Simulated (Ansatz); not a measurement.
Input and command of a calculation in Ansatz (plane waves; scalar-relativistic PAW potentials unless the input names others):

```yaml
crystal:
  lattice:
    - [0.0, 2.4385, 2.4385]
    - [2.4385, 0.0, 2.4385]
    - [2.4385, 2.4385, 0.0]
  atoms:
    - { symbol: "Y", position: [0.0, 0.0, 0.0] }
    - { symbol: "N", position: [0.5, 0.5, 0.5] }
basis:
  ecutwfc: "400 K"
kpoints:
  mp_grid: { grid: [12, 12, 12] }
hamiltonian:
  xc: pbe
scf:
  occupations: { method: gaussian, width: 0.01 }
  max_iter: 50
output:
  forces: true
  eigenvalues: true
  stress: true
relax:
  adjacent_minimum: "off"
  f_tol: 0.005
  max_steps: 80
  cell: { stress_tol: 0.05 }
```

```bash
ansatz run input.yaml --threads 1 --pin off --max-ram 2560MiB --backend cpu --events-out ev --progress --plain --runs-dir out
```

Problem. What will the program do with this input?

Solution. The program refuses it, because of a cutoff in the wrong unit (basis.ecutwfc: 420 → "400 K"). With the sound run's settings it is accepted.

Abridged log:
```
Error: inconsistent input (basis.ecutwfc, kpoints): the smallest per-k basis holds n_pw = 0 plane waves (k-point 1, counted from 0 among those solved) but the deck needs at least 9 band(s) per channel, and no run solves more bands than the smallest per-k basis has plane waves; raise basis.ecutwfc until the smallest per-k basis, which caps the automatic band count, holds at least 9 plane waves
```